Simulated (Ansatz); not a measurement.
Program: Ansatz. Geometries: PBE0-D4/def2-TZVP. ΔE: electronic, gas phase. CCSD(T)/CBS is the MP2 limit (def2-TZVPP, def2-QZVPP) plus CCSD(T) − MP2 in def2-TZVPP, frozen cores. Functionals use def2-TZVPP. B3LYP here is the variant with VWN-RPA as its local correlation; programs differ in this. One conformer a species, not always the lowest.

Consider the formal exchange of groups at a C–C bond: `C=C(C)CO` + propane → `CCCCO` + propene.

`C=C(C)CO`:

Cartesian coordinates in Å:
```
C -1.373 -0.880 0.018
C -0.275 -0.146 0.171
C -0.265 1.183 0.854
C 1.045 -0.625 -0.362
O 1.595 0.259 -1.323
H -1.341 -1.842 -0.484
H -2.335 -0.552 0.396
H 0.357 1.145 1.755
H -1.269 1.496 1.141
H 0.173 1.946 0.205
H 0.938 -1.638 -0.768
H 1.783 -0.667 0.446
H 0.969 0.322 -2.050
```

`CCC`:

Cartesian coordinates in Å:
```
C -0.713 0.355 -1.009
C 0.545 0.229 -0.166
C 0.309 -0.524 1.132
H -1.499 0.886 -0.465
H -1.108 -0.630 -1.274
H -0.525 0.898 -1.937
H 1.324 -0.277 -0.746
H 0.936 1.228 0.057
H 1.224 -0.605 1.724
H -0.051 -1.539 0.937
H -0.443 -0.022 1.747
```

`CCCCO`:

```xyz
15

C    -1.999    0.173   -0.772
C    -0.636    0.679   -0.332
C     0.250   -0.421    0.231
C     1.614    0.082    0.658
O     2.423   -0.922    1.235
H    -1.904   -0.587   -1.552
H    -2.618    0.981   -1.169
H    -2.539   -0.280    0.064
H    -0.130    1.155   -1.179
H    -0.761    1.461    0.425
H     0.377   -1.208   -0.525
H    -0.237   -0.893    1.092
H     1.504    0.851    1.428
H     2.122    0.553   -0.196
H     2.534   -1.624    0.590
```

`C=CC`:

```xyz
9

C     1.368    0.094    0.196
C     0.111    0.511    0.150
C    -1.059   -0.334   -0.221
H     1.634   -0.931   -0.043
H     2.177    0.760    0.474
H    -0.106    1.549    0.398
H    -1.790   -0.370    0.592
H    -1.580    0.077   -1.091
H    -0.755   -1.356   -0.455
```

```tsv
species	B3LYP-D4 energy (Eh)
`C=C(C)CO`	-232.55326
`CCC`	-119.20347
`CCCCO`	-233.78435
`C=CC`	-117.96675
```

Problem. Work out ΔE.

Solution. ΔE = (-233.78435) + (-117.96675) − (-232.55326) − (-119.20347) = 0.00563 Eh = +14.8 kJ/mol. CCSD(T)/CBS gives +11.9 kJ/mol.

Largest T1 diagnostic among the species: 0.010.

In def2-TZVPP, CCSD(T) changes the Hartree–Fock value by +4.6 kJ/mol (the triples alone add +1.3 kJ/mol) and MP2 by +7.3 kJ/mol.
